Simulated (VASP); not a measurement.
ZrC: relaxation of cell and atoms with SCAN

The system is ZrC.

```
CELL_PARAMETERS angstrom
3.39148 0.00000 0.00000
-1.69574 2.93710 0.00000
0.00000 0.00000 5.29005
ATOMIC_POSITIONS crystal
Zr 0.66667 0.33333 0.75000
Zr 0.33333 0.66667 0.25000
C 0.00000 0.00000 0.50000
C 0.00000 0.00000 0.00000
```

The cell comes from a database or a generator and needn't be the stable form of this composition.

```yaml
Program: VASP 6.6.1
Task: relaxation of cell and atoms
Functional: SCAN
Potentials_or_basis: VASP PAW PBE potentials, release 64 (Zr_sv, C)
Cutoff: 600 eV
k_mesh: 9 × 9 × 5
Occupations: gaussian, width 0.05 eV
Spin: no spin polarisation
Further_INCAR_settings: ALGO = Normal; EDIFF = 1e-06; IBRION = 2; EDIFFG = -0.005; NSW = 40; ISIF = 3
```

| Property | Result |
| --- | --- |
| Relaxed volume | 12.99 Å³/atom |
| Relaxed cell | a = 3.355 Å, b = 3.355 Å, c = 5.330 Å, α = 90.00°, β = 90.00°, γ = 120.00° |
| Space group after relaxing (to 0.05 Å) | P6_3/mmc (No. 194) |
| Energy gained by relaxing | 3.8 meV/atom |
| Ionic steps | 9 |
| Pressure after relaxing | 0.0 GPa |
| Band gap on the k mesh | none (metal or under the smearing width) |

The path:
```tsv
step	energy change (eV)	largest force (eV/Å)	pressure (GPa)	volume (Å³)
1	0.0000	0.0000	-3.16	52.69
2	0.0066	0.0000	5.75	50.74
3	-0.0112	0.0000	0.67	51.81
4	-0.0150	0.0000	0.36	51.89
5	-0.0151	0.0000	0.31	51.90
6	-0.0151	0.0000	0.30	51.90
7	-0.0150	0.0000	-0.43	52.07
8	-0.0152	0.0000	0.08	51.96
9	-0.0152	0.0000	0.02	51.97
```

Final structure:
```cif
data_structure
_symmetry_space_group_name_H-M 'P 1'
_symmetry_Int_Tables_number 1
_cell_length_a 3.3555
_cell_length_b 3.3555
_cell_length_c 5.3301
_cell_angle_alpha 90.000
_cell_angle_beta 90.000
_cell_angle_gamma 120.000
_cell_volume 51.97
loop_
_atom_site_label
_atom_site_type_symbol
_atom_site_fract_x
_atom_site_fract_y
_atom_site_fract_z
_atom_site_occupancy
Zr1 Zr 0.66667 0.33333 0.75000 1
Zr2 Zr 0.33333 0.66667 0.25000 1
C1 C 0.00000 0.00000 0.50000 1
C2 C 0.00000 0.00000 0.00000 1
```

Levels at points of the mesh, in eV from the Fermi level:
```csv
k point,band 14,band 15,band 16,band 17,band 18,band 19
"(0.00, 0.00, 0.00)",-1.28,-1.28,1.00,1.36,1.36,1.87
```

It took 12 min on 1 thread of Intel(R) Xeon(R) Platinum 8488C (Sapphire Rapids) (shared host), peak memory 0.22 GiB.

Caveat: the PAW data sets were made with another functional, which shifts forces and pressure a little.
